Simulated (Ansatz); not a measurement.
# BaS (Fm-3m): G0W0 and the choice of datasets

```
Ba S
1.0
     0.00000    3.16000    3.16000
     3.16000    0.00000    3.16000
     3.16000    3.16000    0.00000
Ba S
1 1
Direct
  0.00000 0.00000 0.00000
  0.50000 0.50000 0.50000
```

Held fixed (Ansatz):

```
orbitals            : PBE
k mesh              : 4×4×4
empty bands         : 406
response cutoff     : 200 eV
frequencies         : contour deformation
q → 0 term          : analytic weight of Carrier, Rohra and Görling
band sums           : cut at the band count
spin-orbit coupling : off
```

The gap is read from Γ to k = (0, -0.5, -0.5), linearised, between the Kohn-Sham band edges among the points solved. ε∞ is the electronic dielectric constant on this mesh.

```csv
"datasets, wave cutoff",KS gap (eV),G0W0 gap (eV),ε∞
"all-electron, 3300 eV",2.15,3.46,4.8
"hard PAW, 700 eV",2.15,3.43,4.8
"hand-made PAW, 510 eV",2.15,3.43,4.8
"JTH PAW, 700 eV",2.06,?,?
"soft PAW (1st gen.), 420 eV",2.15,3.46,4.8
"norm-conserving, 770 eV",2.15,3.50,4.8
```

Task: Fill in the row for JTH PAW, 700 eV.

Result: G0W0 gap 3.53 eV, ε∞ 4.9.

The cell is a model at fixed atoms and needn't be the relaxed known crystal. Soft PAW datasets can miss an all-electron G0W0 gap by more than 5 %. With norm-conserving pseudopotentials the core–valence exchange is only approximate, which can shift gaps by tenths of an eV and RPA lattice constants by most of a per cent. Points k are given in fractions of the reciprocal vectors. The mesh is coarse, so these are values at the stated settings, not converged ones. Band sums or response are cut, so the gap isn't at its basis limit. The gap is read on the mesh, and the crystal's band edges can lie off it. Meshes this coarse can overestimate the dielectric constant by a tenth and more.
